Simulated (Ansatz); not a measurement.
# Te2Mo: the cost of one run

Computed with Ansatz 0.2.0 (DFT PBE, scalar-relativistic, plane waves, PAW, unless a step's input says otherwise).

### 1 The structure to begin with

Symmetry: R-3m, No. 166, trigonal system. Conventional cell: a = 6.750 Å, b = 6.750 Å, c = 14.017 Å, α = 90.00°, β = 90.00°, γ = 120.00°. Around Te (site symmetry 2/m) lie 2 Mo at 2.17 Å. Te (site symmetry -3m) is surrounded by 6 Te at 3.37 Å. Mo (site symmetry 3m) has 3 Te at 2.17 Å in its first shell of neighbours.

As a file:

```
CELL_PARAMETERS angstrom
3.37480 1.94844 4.67243
-3.37480 1.94844 4.67243
0.00000 -3.89688 4.67243
ATOMIC_POSITIONS crystal
Te 0.00000 0.00000 0.50000
Te 0.50000 0.00000 0.00000
Te 0.00000 0.50000 0.00000
Te 0.50000 0.50000 0.50000
Mo 0.90142 0.90142 0.90142
Mo 0.09858 0.09858 0.09858
```

Recipe of the guess: random cell by space group and Wyckoff sites (R-3m, No. 166). Its size is a rough estimate.

### 2 The guess as it stands, on a coarse mesh

The input, input.yaml:

```yaml
crystal:
  lattice:
    - [3.37480075, 1.94844212, 4.67242673]
    - [-3.37480075, 1.94844212, 4.67242673]
    - [0.0, -3.89688424, 4.67242673]
  atoms:
    - { symbol: Te, position: [0.0, 0.0, 0.5] }
    - { symbol: Te, position: [0.5, 0.0, 0.0] }
    - { symbol: Te, position: [0.0, 0.5, 0.0] }
    - { symbol: Te, position: [0.5, 0.5, 0.5] }
    - { symbol: Mo, position: [0.90142048, 0.90142048, 0.90142048] }
    - { symbol: Mo, position: [0.09857952, 0.09857952, 0.09857952] }
basis:
  ecutwfc: 420
kpoints:
  mp_grid: { grid: [3, 3, 3] }
hamiltonian:
  xc: pbe
scf:
  occupations: { method: gaussian, width: 0.1 }
  lower_state_search: "off"
output:
  forces: true
  stress: true
  eigenvalues: true
```

Run with:

```console
> ansatz run input.yaml --threads 1 --pin off --max-ram 2560MiB --backend cpu --events-out ev --progress --plain --runs-dir out
```

What time and memory should one allow on 1 thread of Arm Neoverse V2, shared host?

About 3.7 s, with a peak of 0.43 GiB.
